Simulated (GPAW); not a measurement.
# CdSe (Cadmoselite) (P6_3mc) in GPAW: further runs, part 2 of 2

GPAW 26.7.0. Earlier steps stand in the parts before.

## (3) Band structure, PBE

run.py reads:

```python
from ase.dft.bandgap import bandgap
from ase.io import write
from ase.spacegroup import crystal
from gpaw import GPAW

# Cd 2b
# Se 2b
atoms = crystal(['Cd', 'Se'],
                basis=[[0.6666666667, 0.3333333333, 0.5],
                       [0.6666666667, 0.3333333333, 0.885]],
                spacegroup=186, setting=1,  # P6_3mc
                cellpar=[4.3, 4.3, 7.02, 90.0, 90.0, 120.0],
                primitive_cell=True)

calc = GPAW(mode='lcao',
            h=0.2,
            basis='szp(dzp)',
            xc='PBE',
            kpts={'size': (5, 5, 3), 'gamma': True},
            occupations={'name': 'fermi-dirac', 'width': 0.05},
            convergence={'density': 1e-05, 'energy': 1e-05},
            maxiter=150,
            txt='gpaw.txt')
atoms.calc = calc
energy = atoms.get_potential_energy()
forces = atoms.get_forces()
calc.write('gs.gpw')
write('result.traj', atoms)
print(f'Energy: {energy:.6f} eV')
print('Forces (eV/A):')
print(forces.round(4))
print('Fermi level:', round(calc.get_fermi_level(), 4), 'eV')
print(f'Gap: {bandgap(calc)[0]:.4f} eV, direct: {bandgap(calc, direct=True)[0]:.4f} eV')

path = atoms.cell.bandpath('GMKGALHA,LM,KH', npoints=100, eps=1e-4)
bs_calc = calc.fixed_density(kpts=path, symmetry='off', txt='bands.txt')
bs = bs_calc.band_structure()
bs.write('bs.json')
print(f'Gap on the path: {bandgap(bs_calc)[0]:.4f} eV')
```

Potentials or basis: GPAW PAW data sets (gpaw-data 1.2.1), lcao:szp(dzp).

Launch:

```console
$ OMP_NUM_THREADS=1 python run.py
```

gpaw.txt:

```text
__  _  _
 | _ |_)|_||  |
 |__||  | ||/\| - 26.7.0

Input parameters:
  mode=LCAO(),
  basis={'default': 'szp(dzp)'},
  convergence={'density': 1e-05, 'energy': 1e-05},
  h=0.2,
  kpts=MonkhorstPack(size=(5, 5, 3), gamma=True),
  maxiter=150,
  occupations=Occupations(name='fermi-dirac', width=0.05),
  xc=XC(name='PBE')

            Se

        Se  Cd

        Cd

Atoms  # Å, Bohr magnetons
|   | symbol |         x |        y |        z |    initial magnetic moments |
|---|--------|-----------|----------|----------|-----------------------------|
| 0 |     Cd |  2.150000 | 1.241303 | 3.510000 | ( 0.0000,  0.0000,  0.0000) |
| 1 |     Cd | -0.000000 | 2.482606 | 0.000000 | ( 0.0000,  0.0000,  0.0000) |
| 2 |     Se |  2.150000 | 1.241303 | 6.212700 | ( 0.0000,  0.0000,  0.0000) |
| 3 |     Se | -0.000000 | 2.482606 | 2.702700 | ( 0.0000,  0.0000,  0.0000) |

Unit cell  # Å
| periodic |         x |        y |        z |  lengths |     angles |
|----------|-----------|----------|----------|----------|------------|
|      yes |  4.300000 | 0.000000 | 0.000000 | 4.300000 |  90.000000 |
|      yes | -2.150000 | 3.723909 | 0.000000 | 4.300000 |  90.000000 |
|      yes |  0.000000 | 0.000000 | 7.020000 | 7.020000 | 120.000000 |

Number of symmetries: 6
Symmetry operations  # r_c * U_cc + t_c -> r_c
|   | kind |            matrix            |
|---|------|------------------------------|
| 0 |  σ   |  1, 1, 0,  0,-1, 0,  0, 0, 1 |
| 1 |  E   |  1, 0, 0,  0, 1, 0,  0, 0, 1 |
| 2 |  C3  |  0, 1, 0, -1,-1, 0,  0, 0, 1 |
| 3 |  σ   |  0,-1, 0, -1, 0, 0,  0, 0, 1 |
| 4 |  σ   | -1, 0, 0,  1, 1, 0,  0, 0, 1 |
| 5 |  C3  | -1,-1, 0,  1, 0, 0,  0, 0, 1 |

BZ-sampling:
  Number of BZ points: 75
  Number of IBZ points: 12

  Monkhorst-Pack size: [5, 5, 3]
  Monkhorst-Pack shift: [0, 0, 0]

K-points  # in reciprocal-cell coordinates
|     |                                coordinates |     weight |
|-----|--------------------------------------------|------------|
|   0 | (  0.00000000,   0.00000000,   0.00000000) | 0.01333333 |
|   1 | (  0.00000000,   0.00000000,   0.33333333) | 0.02666667 |
|   2 | (  0.20000000,   0.00000000,  -0.33333333) | 0.08000000 |
|   3 | (  0.20000000,   0.00000000,   0.00000000) | 0.08000000 |
|   4 | (  0.20000000,   0.00000000,   0.33333333) | 0.08000000 |
|   5 | (  0.40000000,  -0.20000000,   0.00000000) | 0.08000000 |
|   6 | (  0.40000000,  -0.20000000,   0.33333333) | 0.16000000 |
|   7 | (  0.40000000,   0.00000000,  -0.33333333) | 0.08000000 |
|   8 | (  0.40000000,   0.00000000,   0.00000000) | 0.08000000 |
|   9 | (  0.40000000,   0.00000000,   0.33333333) | 0.08000000 |
| ... |                                            |            |
|  11 | (  0.40000000,   0.40000000,   0.33333333) | 0.16000000 |

basis functions: 42
Spin-components: 1 (collinear spins)
Bands:           26
Projectors:      22
Spin-degeneracy: 2
Datatype:        <class 'complex'>

Parallelization:
  kpt:    1
  domain: 1
  band:   1

Density:
  Valence electrons: 36.0
  Components: 1
  Grid points: [20 20 36]
  Charge: 0.0  # |e|

Potential:
  Grid points: [20 20 36]

species:
  Cd:
    name:    Cadmium
    Z:       48.0
    valence: 12
    core:    36
    charge:  0.0  # [|e|]
    compensation charges:
      type: gauss
      rc: 0.38  # [Å]
      lmax: 2
    cutoffs:
      filter: 2.12  # [Å]
      core: 2.62  # [Å]
    projectors
    | kind |    occ | energy [eV] | rcut [Å] |
    |------|--------|-------------|----------|
    |   5s |  2.000 |      -5.655 |    1.191 |
    |   5p |  0.000 |      -1.186 |    1.228 |
    |   4d | 10.000 |     -11.739 |    1.164 |
    |    s |        |      21.556 |    1.191 |
    |    p |        |      26.026 |    1.228 |
    |    d |        |      15.473 |    1.164 |

    LCAO basis set for Cd:
      Name: szp(dzp)
      File: <dir>
      Number of radial functions: 4
      Number of spherical harmonics: 12
        l=0, rc=8.5781 Bohr: 5s-sz confined orbital
        l=1, rc=12.6406 Bohr: 5p-sz confined orbital
        l=2, rc=4.9062 Bohr: 4d-sz confined orbital
[... 106 lines left out ...]
|   0 | (  0.00000000,   0.00000000,   0.00000000) | 0.01333333 |
|   1 | (  0.00000000,   0.00000000,   0.33333333) | 0.02666667 |
|   2 | (  0.20000000,   0.00000000,  -0.33333333) | 0.08000000 |
|   3 | (  0.20000000,   0.00000000,   0.00000000) | 0.08000000 |
|   4 | (  0.20000000,   0.00000000,   0.33333333) | 0.08000000 |
|   5 | (  0.40000000,  -0.20000000,   0.00000000) | 0.08000000 |
|   6 | (  0.40000000,  -0.20000000,   0.33333333) | 0.16000000 |
|   7 | (  0.40000000,   0.00000000,  -0.33333333) | 0.08000000 |
|   8 | (  0.40000000,   0.00000000,   0.00000000) | 0.08000000 |
|   9 | (  0.40000000,   0.00000000,   0.33333333) | 0.08000000 |
| ... |                                            |            |
|  11 | (  0.40000000,   0.40000000,   0.33333333) | 0.16000000 |

basis functions: 42
Spin-components: 1 (collinear spins)
Bands:           26
Projectors:      22
Spin-degeneracy: 2
Datatype:        <class 'complex'>

Parallelization:
  kpt:    1
  domain: 1
  band:   1

Density:
  Valence electrons: 36.0
  Components: 1
  Grid points: [20 20 36]
  Charge: 0.0  # |e|

Potential:
  Grid points: [20 20 36]

species:
  Cd:
    name:    Cadmium
    Z:       48.0
    valence: 12
    core:    36
    charge:  0.0  # [|e|]
    compensation charges:
      type: gauss
      rc: 0.38  # [Å]
      lmax: 2
    cutoffs:
      filter: 2.12  # [Å]
      core: 2.62  # [Å]
    projectors
    | kind |    occ | energy [eV] | rcut [Å] |
    |------|--------|-------------|----------|
    |   5s |  2.000 |      -5.655 |    1.191 |
    |   5p |  0.000 |      -1.186 |    1.228 |
    |   4d | 10.000 |     -11.739 |    1.164 |
    |    s |        |      21.556 |    1.191 |
    |    p |        |      26.026 |    1.228 |
    |    d |        |      15.473 |    1.164 |

    LCAO basis set for Cd:
      Name: szp(dzp)
      File: <dir>
      Number of radial functions: 4
      Number of spherical harmonics: 12
        l=0, rc=8.5781 Bohr: 5s-sz confined orbital
        l=1, rc=12.6406 Bohr: 5p-sz confined orbital
        l=2, rc=4.9062 Bohr: 4d-sz confined orbital
        l=1, rc=8.5781 Bohr: p-type Gaussian polarization
      Number of RI-basis functions 0

  Se:
    name:    Selenium
    Z:       34.0
    valence: 6
    core:    28
    charge:  0.0  # [|e|]
    compensation charges:
      type: gauss
      rc: 0.27  # [Å]
      lmax: 2
    cutoffs:
      filter: 1.77  # [Å]
      core: 2.67  # [Å]
    projectors
    | kind |    occ | energy [eV] | rcut [Å] |
    |------|--------|-------------|----------|
    |   4s |  2.000 |     -17.277 |    0.847 |
    |   4p |  4.000 |      -6.512 |    1.005 |
    |    s |        |       9.935 |    0.847 |
    |    p |        |      20.699 |    1.005 |
    |    d |        |       0.000 |    0.847 |

    LCAO basis set for Se:
      Name: szp(dzp)
      File: <dir>
      Number of radial functions: 3
      Number of spherical harmonics: 9
        l=0, rc=5.7344 Bohr: 4s-sz confined orbital
        l=1, rc=7.2656 Bohr: 4p-sz confined orbital
        l=2, rc=7.2656 Bohr: d-type Gaussian polarization
      Number of RI-basis functions 0

Reference energy: -436553.300934  # eV

eigensolver:
  <gpaw.new.lcao.eigensolver.LCAOEigensolver object>
density mixing:
  MSR1-Mixer
  Pratt-step length: 0.05
  Maximum mixing coefficient: 0.75
  Old densities: 10
  SVD Regularization: 0.005
  Good broyden scale: 1.0
  Trust region scale: 1.0
  Backstep threshold: 4.0
  History deletion threshold: 6.0
  Fourier metric: weight=20.0, sigma=0.015

occupation numbers:
  Fermi-Dirac:
    width: 0.0500  # eV

FastPoissonSolver using
    Stencil: 8*3+1=25 point O(h^6) finite-difference Laplacian
    FFT axes: [np.int64(0), np.int64(1), np.int64(2)]
    FST axes: []

xc functional:
  name: PBE with 2 nearest neighbor stencil
interpolation: tri-quintic # 5. degree polynomial

convergence criteria:
- Maximum integral of absolute [dens]ity change: 1e-05 electrons / valence electron
- Maximum [total energy] change in last 3 cyles: 1e-05 eV / valence electron
- Maximum integral of absolute [eigenst]ate change: 4e-08 eV^2 / valence electron
maximum number of iterations: 150

SCF iterations
|iter     | |      energy | eigst |  dens |
|---------|-|-------------|-------|-------|
|iter:   1| |   -9.696093 |      c|       |
|iter:   2| |   -9.657865 |      c| -1.30 |
|iter:   3| |   -9.462396 |      c| -1.33 |
|iter:   4| |   -9.458702 |      c| -1.95 |
|iter:   5| |   -9.458503 |      c| -2.54 |
|iter:   6| |   -9.458489c|      c| -3.53 |
|iter:   7| |   -9.458489c|      c| -4.75 |
|iter:   8| |   -9.458489c|      c| -5.27c|

Converged in 8 steps
Energy contributions relative to reference atoms: (reference = -436553.300934)

Energy contributions:
  Kinetic:          62.074423
  Coulomb:         -54.564689
  Zero:              0.264156
  External:          0.000000
  Xc:              -17.232366
  Entropy:          -0.000024
  Spinorbit:         0.000000
  ----------------------------
  Free energy:      -9.458501
  Extrapolated:     -9.458489

dipole moment: (-0.000001, 0.000000, -18.176967)  # |e|*Ang

Fermi level: 4.048
Eigenvalues  # (at kpt = [0.000, 0.000, 0.000])
| band index |      eig [eV] | occ [0-2] |
|------------|---------------|-----------|
|          0 |        -8.986 |     2.000 |
|        ... |               |           |
|         10 |        -3.593 |     2.000 |
|         11 |        -3.328 |     2.000 |
|         12 |        -0.591 |     2.000 |
|         13 |         2.925 |     2.000 |
|         14 |         2.926 |     2.000 |
|         15 |         3.645 |     1.999 |
[... 8 lines left out ...]
|         24 |        11.361 |     0.000 |
|         25 |        11.707 |     0.000 |

Gap: 0.739 eV
Transition (v -> c):
  (s=0, k=0, n=17, [0.00, 0.00, 0.00]) -> (s=0, k=0, n=18, [0.00, 0.00, 0.00])
No difference between direct/indirect transitions

Forces  # eV/Ang
|        x |       y |        z |
|----------|---------|----------|
|  0.00000 | 0.00000 |  0.32574 |  # Cd   0
| -0.00000 | 0.00000 |  0.32575 |  # Cd   1
|  0.00000 | 0.00000 | -0.31996 |  # Se   2
|  0.00000 | 0.00000 | -0.31996 |  # Se   3

# Writing to gs.gpw (mode='')
```

Run time: 34 s. Hardware: 1 thread of Arm Neoverse V2, shared host; peak memory 0.23 GiB.

These settings aren't checked as converged: the numbers below hold their error.

Results:

| Quantity | Value |
| --- | --- |
| Free energy | -9.4585 eV |
| Largest force | 0.326 eV/Å |
| Band gap on the k mesh | 0.74 eV, direct |
| Band gap along the path | 0.74 eV, direct |

Caveat: the real-space grid adds noise to forces; the basis of atomic orbitals isn't converged, which shifts pressures, moduli and gaps.

## (4) Against experiment

Step 2. Measured gap of CdSe: 1.841 eV (2 K; a printed reference work, data compilation). This calculation gives 0.69 eV (-1.15 eV). So large a miss can be the level of theory's own, or it may mean another phase, state or a wrong row. Spin-orbit coupling on Cd, Se is left out. The value is that of PBE, without temperature or zero-point motion. Semilocal functionals fall short of measured gaps as a rule.
